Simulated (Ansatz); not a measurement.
# SnTe: the cost of one run

Method: DFT PBE, scalar-relativistic, in Ansatz 0.2.0.

## 1. The system as given

It takes space group Fm-3m (No. 225, cubic). The conventional cell has a = 6.313 Å, b = 6.313 Å, c = 6.313 Å, α = 90.00°, β = 90.00°, γ = 90.00°. Sn (site symmetry m-3m) has 6 Te at 3.16 Å as nearest neighbours. Te (site symmetry m-3m) is surrounded by 6 Sn at 3.16 Å.

Structure file:

```
Sn Te
1.0
     0.00000    3.15650    3.15650
     3.15650    0.00000    3.15650
     3.15650    3.15650    0.00000
Sn Te
1 1
Direct
  0.00000 0.00000 0.00000
  0.50000 0.50000 0.50000
```

Atoms are numbered in the order of the input: Sn1, Te2.

## 2. The deformed structure

Space group Fm-3m before, I4/mmm after.

## 3. LAPW, all electrons

input.yaml reads:

```yaml
crystal:
  lattice:
    - [0.0, 3.061805, 3.1565]
    - [3.061805, 0.0, 3.1565]
    - [3.061805, 3.061805, 0.0]
  atoms:
    - { symbol: Sn, position: [0.0, 0.0, 0.0] }
    - { symbol: Te, position: [0.5, 0.5, 0.5] }
kpoints:
  mp_grid: { grid: [11, 11, 11] }
  band_path:
    path:
      - [0.0, 0.0, 0.0]
      - [0.0, 0.5, 0.5]
      - [0.25, 0.75, 0.5]
      - [0.0, 0.5, 0.0]
      - [0.0, 0.0, 0.0]
      - [0.5, 0.5, 0.0]
      - [0.3676125, 0.6323875, 0.0]
      - [-0.3676125, 0.3676125, 0.0]
      - [0.0, 0.0, 0.0]
    npoints: 5
scf:
  occupations: { method: fermi_dirac, width: 0.08 }
hamiltonian:
  xc: pbe
  pseudopotentials: { kind: all_electron, lapw: { basis_error: 0.00025 } }
output:
  forces: true
  stress: true
  eigenvalues: true
```

Launch:

```sh
> ansatz run input.yaml --threads 1 --pin off --max-ram 3072MiB --backend cpu --events-out ev --progress --plain --runs-dir out
```

**Question.** How long does this run take on 1 thread of Arm Neoverse V1, shared host, and how much memory does it need?

About 47 s, with a peak of 0.67 GiB.
